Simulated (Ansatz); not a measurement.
# TiO2: the cost of one run

Computed with Ansatz 0.2.0 (DFT r2SCAN, scalar-relativistic, plane waves, PAW, unless a step's input says otherwise).

## Step 1: The structure to begin with

Symmetry: P2_1/c, No. 14, monoclinic system. The conventional cell has a = 4.804 Å, b = 4.866 Å, c = 5.041 Å, α = 90.00°, β = 99.88°, γ = 90.00°. Around Ti (site symmetry 1) lie 7 O at 1.86 to 2.22 Å. O (site symmetry 1) has 4 Ti at 1.99 to 2.22 Å in its first shell of neighbours. Around O (site symmetry 1) lie 3 Ti at 1.86 to 2.03 Å.

Structure file:

```xyz
12
Lattice="4.8040 0.0000 -0.0017 0.0000 4.8661 0.0000 -0.8630 0.0000 4.9663" Properties=species:S:1:pos:R:3 pbc="T T T"
Ti    0.7140    2.1679    3.5481
Ti    2.7954    4.6010    3.8996
Ti    3.2269    2.6982    1.4165
Ti    1.1456    0.2651    1.0650
O     1.3126    3.6108    4.7835
O     2.1968    1.1777    2.6642
O     2.6283    1.2553    0.1811
O     1.7442    3.6884    2.3004
O     0.0011    1.5684    1.7492
O     4.3714    4.0015    0.7322
O     3.9399    3.2977    3.2154
O    -0.4304    0.8647    4.2324
```

It goes back to an entry of the Materials Project, which need not be the stable form.

This cell was relaxed beforehand with the same method: volume 9.67 Å³/atom, gap on the mesh 2.70 eV.

## Step 2: Back to the database's cell

The input, input.yaml:

```yaml
crystal:
  lattice:
    - [4.8126997814, 0.0, 0.0]
    - [0.0, 4.87188446, 0.0]
    - [-0.8628854487, 0.0, 4.9665942755]
  atoms:
    - { symbol: Ti, position: [0.27743526, 0.44719164, 0.71314827] }
    - { symbol: Ti, position: [0.72256474, 0.94719164, 0.78685173] }
    - { symbol: Ti, position: [0.72256474, 0.55280836, 0.28685173] }
    - { symbol: Ti, position: [0.27743526, 0.05280836, 0.21314827] }
    - { symbol: O, position: [0.44536099, 0.74236826, 0.96677186] }
    - { symbol: O, position: [0.55463901, 0.24236826, 0.53322814] }
    - { symbol: O, position: [0.55463901, 0.25763174, 0.03322814] }
    - { symbol: O, position: [0.44536099, 0.75763174, 0.46677186] }
    - { symbol: O, position: [0.06383822, 0.32303448, 0.35155674] }
    - { symbol: O, position: [0.93616178, 0.82303448, 0.14844326] }
    - { symbol: O, position: [0.93616178, 0.67696552, 0.64844326] }
    - { symbol: O, position: [0.06383822, 0.17696552, 0.85155674] }
basis:
  ecutwfc: 500
kpoints:
  mp_grid: { grid: [6, 6, 6] }
hamiltonian:
  xc: r2scan
scf:
  occupations: { method: gaussian, width: 0.02 }
output:
  forces: true
  stress: true
  eigenvalues: true
  populations: true
  write_density: true
  write_potential: true
  elf: true
  volumetric_format: npy
```

Run with:

```
ansatz run input.yaml --threads 2 --pin off --max-ram 5120MiB --backend cpu --events-out ev --progress --plain --runs-dir out
```

Q: Estimate wall time and peak memory on 2 threads of AMD EPYC (Zen 3), shared host.

About 98 s, with a peak of 0.94 GiB.
